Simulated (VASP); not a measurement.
Cu3Au (Auricupride):

```
Au Cu
1.0
     3.74000    0.00000    0.00000
     0.00000    3.74000    0.00000
     0.00000    0.00000    3.74000
Au Cu
1 3
Direct
  0.00000 0.00000 0.00000
  0.50000 0.50000 0.00000
  0.50000 0.00000 0.50000
  0.00000 0.50000 0.50000
```

* Program: VASP 6.6.1
* Task: relaxation of cell and atoms
* Functional: PBEsol
* Potentials or basis: VASP PAW PBE potentials, release 64 (Au, Cu)
* Cutoff: 600 eV
* k mesh: 7 × 7 × 7
* Occupations: fermi-dirac, width 0.05 eV
* Spin: no spin polarisation

At the start: pressure -3.1 GPa; volume 13.08 Å³/atom.

How do energy, volume and symmetry change on relaxing?

Over 5 steps the energy falls by 2.6 meV/atom and the volume is 12.81 Å³/atom (-2.0 %); space group Pm-3m (No. 221, to 0.05 Å).

Step by step:
```tsv
step	energy change (eV)	largest force (eV/Å)	pressure (GPa)	volume (Å³)
1	0.0000	0.0000	-3.07	52.31
2	-0.0026	0.0000	2.90	50.44
3	-0.0103	0.0000	-0.33	51.29
4	-0.0102	0.0000	0.59	51.20
5	-0.0102	0.0000	-0.08	51.26
```

Final structure:
```cif
data_structure
_symmetry_space_group_name_H-M 'P 1'
_symmetry_Int_Tables_number 1
_cell_length_a 3.7146
_cell_length_b 3.7146
_cell_length_c 3.7146
_cell_angle_alpha 90.000
_cell_angle_beta 90.000
_cell_angle_gamma 90.000
_cell_volume 51.26
loop_
_atom_site_label
_atom_site_type_symbol
_atom_site_fract_x
_atom_site_fract_y
_atom_site_fract_z
_atom_site_occupancy
Au1 Au 0.00000 0.00000 0.00000 1
Cu1 Cu 0.50000 0.50000 0.00000 1
Cu2 Cu 0.50000 0.00000 0.50000 1
Cu3 Cu 0.00000 0.50000 0.50000 1
```

Caveat: the PAW data sets were made with another functional, which shifts forces and pressure a little.
